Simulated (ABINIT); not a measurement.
KTaO3:

```xyz
5
Lattice="3.9883 0.0000 0.0000 0.0000 3.9883 0.0000 0.0000 0.0000 3.9883" Properties=species:S:1:pos:R:3 pbc="T T T"
Ta    0.0000    0.0000    0.0000
K     1.9942    1.9942    1.9942
O     0.0000    0.0000    1.9942
O     0.0000    1.9942    0.0000
O     1.9942    0.0000    0.0000
```

- Program: ABINIT 10.8.3 (patched build)
- Task: relaxation of cell and atoms
- Functional: PBE
- Potentials or basis: PseudoDojo NC SR PBE v0.4.1 standard
- Cutoff: 1143 eV
- k mesh: 5 × 5 × 5
- Occupations: fermi-dirac, width 0.05 eV
- Spin: no spin polarisation

At the start: pressure 4.4 GPa; volume 12.69 Å³/atom.

How do energy, volume and symmetry change on relaxing?

Over 4 steps the energy falls by 3.8 meV/atom and the volume is 12.97 Å³/atom (+2.3 %); space group Pm-3m (No. 221, to 0.05 Å).

Step by step:
```csv
step,energy change (eV),largest force (eV/Å),pressure (GPa),volume (Å³)
1,0.0000,0.0000,4.40,63.44
2,-0.0162,0.0000,1.70,64.30
3,-0.0192,0.0000,0.05,64.85
4,-0.0192,0.0000,0.00,64.87
```

Final structure:
```cif
data_structure
_symmetry_space_group_name_H-M 'P 1'
_symmetry_Int_Tables_number 1
_cell_length_a 4.0180
_cell_length_b 4.0180
_cell_length_c 4.0180
_cell_angle_alpha 90.000
_cell_angle_beta 90.000
_cell_angle_gamma 90.000
_cell_volume 64.87
loop_
_atom_site_label
_atom_site_type_symbol
_atom_site_fract_x
_atom_site_fract_y
_atom_site_fract_z
_atom_site_occupancy
Ta1 Ta 0.00000 0.00000 0.00000 1
K1 K 0.50000 0.50000 0.50000 1
O1 O 0.00000 0.00000 0.50000 1
O2 O 0.00000 0.50000 0.00000 1
O3 O 0.50000 0.00000 0.00000 1
```
